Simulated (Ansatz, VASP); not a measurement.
Two plane-wave programs on Si3N4

```
Si N
1.0
     0.00000    3.89372    3.89372
     3.89372    0.00000    3.89372
     3.89372    3.89372    0.00000
Si N
6 8
Cartesian
  2.9203 2.9203 0.9734
  2.9203 0.9734 2.9203
  0.9734 2.9203 2.9203
  0.9734 0.9734 0.9734
  5.8406 5.8406 5.8406
  3.8937 3.8937 3.8937
  2.8624 2.8624 2.8624
  6.8719 4.8092 4.8092
  4.8092 4.8092 6.8719
  4.8092 6.8719 4.8092
  4.9251 4.9251 2.8624
  4.9251 2.8624 4.9251
  6.8719 6.8719 6.8719
  2.8624 4.9251 4.9251
```

The cell is a database's computed one.

Alike in both runs: task single point; functional PBE; k mesh 4 × 4 × 4; occupations gaussian, width 0.1 eV; no spin polarisation.

|  | VASP | Ansatz |
| --- | --- | --- |
| version | VASP 6.6.1 | Ansatz 0.2.0 |
| potentials or method | VASP PAW PBE potentials, release 64 (Si, N) | scalar-relativistic, plane waves, PAW |
| plane-wave cutoff (eV) | 520 | 420 |
| valence electrons in the cell | 64 | 64 |

|  | VASP | Ansatz | Ansatz less VASP |
| --- | --- | --- | --- |
| gap on the k mesh at the Fermi level (eV) | 3.36 | 3.37 | +0.012 |
| least direct gap on the mesh (eV) | 3.37 | 3.38 | +0.011 |
| pressure (GPa) | 0.0 | 0.2 | +0.19 |
| rms of the force components (eV/Å) | 0.001 | 0.005 | +0.0033 |

Atom by atom the forces differ by 0.003 eV/Å (rms over components). The functional is the same, so the differences come from potentials, cutoffs and numerics.

A k mesh can miss the band edges. Expect the measured gap to be larger: semilocal functionals such as PBE lack the derivative discontinuity.
